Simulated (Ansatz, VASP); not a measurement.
## Two plane-wave programs on C

File INCAR:

```
PREC = Accurate ; ENCUT = 600
EDIFF = 1E-7 ; ISMEAR = 0
SIGMA = 0.02 ; LREAL = False
LASPH = True ; NELM = 100
ALGO = Normal ; ISIF = 3
LWAVE = False ; LCHARG = False
GGA = PE ; IBRION = 2
NSW = 100 ; EDIFFG = -0.01
```

KPOINTS

```
Automatic mesh
0
Gamma
  12 12 6
```

POSCAR

```
C
1.0
    2.5113409229      0.0000000000      0.0000000000
   -1.2556704614      2.1748850368      0.0000000000
    0.0000000000      0.0000000000      4.1798073266
C
4
Direct
    0.6666666667      0.3333333333      0.5627235496
    0.3333333333      0.6666666667      0.0627235496
    0.6666666667      0.3333333333      0.9372764504
    0.3333333333      0.6666666667      0.4372764504
```

Input for Ansatz:

```yaml
crystal:
  lattice:
    - [2.5113409229, 0.0, 0.0]
    - [-1.2556704614, 2.1748850368, 0.0]
    - [0.0, 0.0, 4.1798073266]
  atoms:
    - { symbol: C, position: [0.6666666667, 0.3333333333, 0.5627235496] }
    - { symbol: C, position: [0.3333333333, 0.6666666667, 0.0627235496] }
    - { symbol: C, position: [0.6666666667, 0.3333333333, 0.9372764504] }
    - { symbol: C, position: [0.3333333333, 0.6666666667, 0.4372764504] }
basis:
  ecutwfc: 420
kpoints:
  mp_grid: { grid: [12, 12, 6] }
hamiltonian:
  xc: pbe
scf:
  occupations: { method: gaussian, width: 0.02 }
output:
  forces: true
  stress: true
  eigenvalues: true
  write_density: true
  write_potential: true
  elf: true
  volumetric_format: npy
relax:
  adjacent_minimum: "off"
  f_tol: 0.01
  max_steps: 80
  cell: { stress_tol: 0.05 }
```

Alike in both runs: task relaxation of cell and atoms; functional PBE; k mesh 12 × 12 × 6; occupations gaussian, width 0.02 eV; no spin polarisation.

|  | VASP | Ansatz |
| --- | --- | --- |
| version | VASP 6.6.1 | Ansatz 0.2.0 |
| potentials or method | VASP PAW PBE potentials, release 64 (C) | scalar-relativistic, plane waves, PAW |
| plane-wave cutoff (eV) | 600 | 420 |
| valence electrons in the cell | 16 | 16 |

Ansatz gave:

```
gap on the k mesh at the Fermi level, each at its own relaxed structure (eV) : 3.35
relaxed volume (Å³/atom)                                                     : 5.71
relaxed cell length with the largest relative difference (Å)                 : 4.180
```

Q: What did VASP give for the same quantities?

A: gap on the k mesh at the Fermi level, each at its own relaxed structure (eV): 3.34; relaxed volume (Å³/atom): 5.71; relaxed cell length with the largest relative difference (Å): 4.180.

Caveats: the relaxation stopped at its first step, so nothing moved.
